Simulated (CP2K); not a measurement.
## MgO in CP2K: the effect of pseudo set

The system is MgO.

```
Mg O
1.0
     2.96561    0.00000    0.00000
     1.48280    2.56829    0.00000
     1.48280    0.85610    2.42141
Mg O
1 1
Direct
  0.00000 0.00000 0.00000
  0.50000 0.50000 0.50000
```

The cell is a database's computed one.

Alike in all runs:

| Item | Value |
| --- | --- |
| Program | CP2K 2026.2 |
| Task | single point |
| Functional | PBE |
| Density cutoff | 19048 eV |
| k mesh | 11 × 11 × 11 |
| Occupations | fermi-dirac, width 0.05 eV |
| Spin | no spin polarisation |

| pseudo set | gap on the mesh (eV) | pressure (GPa) |
| --- | --- | --- |
| PBE | 4.73 | 10.6 |
| PADE | ? | ? |
| BLYP | 4.77 | 10.4 |
| SCAN | 4.94 | 10.1 |
| PBE0 | 4.76 | 10.2 |

What does the run with pseudo set PADE give?

gap on the mesh 4.89 eV; pressure 8.7 GPa.

Caveats: the basis of atomic orbitals isn't converged, which shifts pressures, moduli and gaps; the potentials were made for another functional, which shifts forces and pressure (some runs).

